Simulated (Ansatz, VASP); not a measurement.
# Two plane-wave programs on BeTe

The input INCAR:

```
SYSTEM = BeTe
ALGO     = Normal         ! electronic algorithm
EDIFF    = 1E-7           ! SCF threshold, eV
ENCUT    = 520            ! plane-wave cutoff, eV
GGA      = PE             ! functional
ISIF     = 2              ! what is computed and relaxed
ISMEAR   = 0              ! smearing method
LASPH    = .TRUE.         ! aspherical terms in the spheres
LCHARG   = .TRUE.         ! write CHGCAR
LELF     = .TRUE.         ! ELF
LREAL    = .FALSE.        ! projectors in reciprocal space
LVHAR    = .TRUE.       
LWAVE    = .FALSE.        ! write WAVECAR
NELM     = 100            ! most SCF steps
PREC     = Accurate       ! precision mode
SIGMA    = 0.022          ! smearing width, eV
```

The input KPOINTS:

```
k-points
0
G
  8 8 8
  0 0 0
```

Contents of POSCAR:

```
BeTe
1.0
    0.0000000000      2.7700000000      2.7700000000
    2.7700000000      0.0000000000      2.7700000000
    2.7700000000      2.7700000000      0.0000000000
Te Be
1 1
Direct
    0.7500000000      0.7500000000      0.7500000000
    0.0000000000      0.0000000000      0.0000000000
```

The input input.yaml:

```yaml
crystal:
  lattice:
    - [0.0, 2.77, 2.77]
    - [2.77, 0.0, 2.77]
    - [2.77, 2.77, 0.0]
  atoms:
    - { symbol: Te, position: [0.75, 0.75, 0.75] }
    - { symbol: Be, position: [0.0, 0.0, 0.0] }
hamiltonian:
  xc: pbe
  pseudopotentials: { kind: paw }
kpoints:
  mp_grid: { grid: [8, 8, 8] }
scf:
  occupations: { method: gaussian, width: 0.022 }
output:
  forces: true
  stress: true
  eigenvalues: true
  write_density: true
  write_potential: true
  elf: true
  volumetric_format: npy
```

Alike in both runs: task single point; functional PBE; k mesh 8 × 8 × 8; occupations gaussian, width 0.022 eV; no spin polarisation.

|  | VASP | Ansatz |
| --- | --- | --- |
| version | VASP 6.6.1 | Ansatz 0.2.0 |
| potentials or method | VASP PAW PBE potentials, release 64 (Te, Be) | Ansatz PAW |
| plane-wave cutoff (eV) | 520 | 420 |
| valence electrons in the cell | 8 | 18 |

```tsv
	VASP	Ansatz	Ansatz less VASP
gap on the k mesh at the Fermi level (eV)	1.85	1.86	+0.016
least direct gap on the mesh (eV)	3.56	3.59	+0.022
pressure (GPa)	4.5	4.3	-0.18
```

The two sets of potentials don't hold the same shells in valence.

Caveats: spin-orbit coupling is left out, which moves the levels of the heavy elements. Expect the measured gap to be larger: semilocal functionals such as PBE lack the derivative discontinuity. A k mesh can miss the band edges.
